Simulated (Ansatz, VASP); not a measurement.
CaF3 in VASP and in Ansatz

```xyz
4
Lattice="-1.9009 1.9009 3.0768 1.9009 -1.9009 3.0768 1.9009 1.9009 -3.0768" Properties=species:S:1:pos:R:3 pbc="T T T"
Ca    0.0000    0.0000    0.0000
F     0.0000    1.9009    1.5384
F     1.9009    0.0000    1.5384
F     0.0000    0.0000    3.0768
```

Alike in both runs: functional PBEsol; k mesh 16 × 16 × 16; occupations gaussian, width 0.1 eV; no spin polarisation.

Ansatz relaxed the structure, and its values are those at the end. VASP's run is a single point on that final structure, the one shown.

|  | VASP | Ansatz |
| --- | --- | --- |
| version | VASP 6.6.1 | Ansatz 0.2.0 |
| potentials or method | VASP PAW PBE potentials, release 64 (Ca_sv, F) | scalar-relativistic, plane waves, PAW |
| plane-wave cutoff (eV) | 520 | 420 |
| valence electrons in the cell | 31 | 31 |

```csv
,VASP,Ansatz,Ansatz less VASP
gap on the k mesh at the Fermi level (eV),none,none,-
pressure (GPa),0.0,0.0,+0.01
```

A gap of «none» marks a metal or a gap that the smearing closes.

Caveats: the PAW data sets were made with another functional, which shifts forces and pressure a little (VASP); an odd number of electrons without spin polarisation forces a metal; a magnetic or distorted state may lie lower.
